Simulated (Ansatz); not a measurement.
Basis-set extrapolation for acetic acid (`CC(=O)O`) (PBE0-D4/def2-TZVP geometry, frozen core, the Gaussian-basis code of Ansatz). Multiplicity 1, RHF reference.

```tsv
	def2-TZVPP	def2-QZVPP
HF	-227.913264	-227.923728
MP2 correlation	-0.797381	-0.856897
CCSD(T) correlation	-0.846519	not run
```

Energies in hartree. Use E(X) = E(∞) + A·exp(−7.88·√X) for Hartree–Fock and E(X) = E(∞) + B·X^(−2.97) for correlation, with X = 3 and 4, and add CCSD(T) minus MP2 of the smaller set to the MP2 limit.

What is the CCSD(T) energy at the basis-set limit?

HF limit: -227.923728 + (-0.010464) × 0.13774 = -227.92517. MP2 limit: -0.856897 + (-0.059516) × 0.74074 = -0.90098. Higher-order term: -0.846519 − (-0.797381) = -0.04914. Total: -228.87529 hartree, 303.3 kJ/mol below CCSD(T)/def2-TZVPP.
